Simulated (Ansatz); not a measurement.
## One structure, 3 elements: Ga3O, Ga3S, Ga3Se

Plane-wave DFT in Ansatz with scalar-relativistic PAW potentials, cutoff 420 eV, Γ-centred meshes chosen by cell and gap, Gaussian smearing with energies taken to zero width. Every cell was relaxed (cell and atoms) in a run of its own, within the symmetry of its start. Functional: PBE.

All members share space group Pm-3m and the same sites; only the element on one set of sites changes (O, S, Se). Members needn't be the stable form of their composition. Energies over the elements, where given, are against the elements' standard states in the same functional (H₂, N₂, O₂ and halogens uncorrected, Hg as a solid). The first member:

Space group Pm-3m (No. 221). a = 4.005 Å, b = 4.005 Å, c = 4.005 Å, α = 90.00°, β = 90.00°, γ = 90.00°
| atom | site | symmetry | x | y | z |
| --- | --- | --- | --- | --- | --- |
| Ga | 3c | 4/mm.m | 0.0000 | 0.5000 | 0.5000 |
| O | 1a | m-3m | 0.0000 | 0.0000 | 0.0000 |

| compound | V (Å³/atom) | a (Å) | energy over elements (eV/atom) |
| --- | --- | --- | --- |
| Ga3O | 16.06 | 4.005 | -0.010 |
| Ga3Se | 21.42 | 4.408 | -0.045 |

Task: Predict the member with S.

Result: V (Å³/atom) 20.02, a (Å) 4.311, energy over elements (eV/atom) 0.002. Interpolating linearly in period between O and Se would give 18.74 Å³/atom (6.4 % too small), with -0.028 eV/atom over the elements. Over the whole series the volume grows at each step down the group; all are metallic on the mesh; binding against the elements is strongest for Se.

Spin polarisation was left out, and a magnetic state may lie lower.